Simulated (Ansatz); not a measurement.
AlCu3 under strains and displacements

These are results of Ansatz 0.2.0, DFT PBEsol, scalar-relativistic, plane waves, PAW, not measurements.

Settings: cutoff 420 eV, Γ-centred mesh 12×12×12 on the computed 4-atom cell, Gaussian smearing of 0.10 eV; no spin polarisation.

Reference cell:

```
Al Cu
1.0
     3.63738    0.00000    0.00000
     0.00000    3.63738    0.00000
     0.00000    0.00000    3.63738
Al Cu
1 3
Direct
  0.00000 0.00000 0.00000
  0.50000 0.50000 0.00000
  0.50000 0.00000 0.50000
  0.00000 0.50000 0.50000
```

Each variant moves atoms of this cell by the vectors given, if any (Å), and then applies a symmetric strain (tensor components, Cartesian axes). The reference cell isn't relaxed at this level. Energies are per atom at zero smearing, counted from the lowest variant. Pressure is positive in compression.

1. strain (xx yy zz yz xz xy, %) -2.33 -2.33 -2.33 0.00 0.00 0.00
2. strain (xx yy zz yz xz xy, %) -3.49 -3.49 -3.49 0.00 0.00 0.00
3. strain (xx yy zz yz xz xy, %) -0.35 -0.35 -0.35 0.00 0.00 0.00

| variant | ΔE (meV/atom) | P (GPa) | space group |
| --- | --- | --- | --- |
| 1 | 26.5 | 11.82 | Pm-3m |
| 2 | 64.9 | 19.74 | Pm-3m |
| 3 | 0.0 | 0.93 | Pm-3m |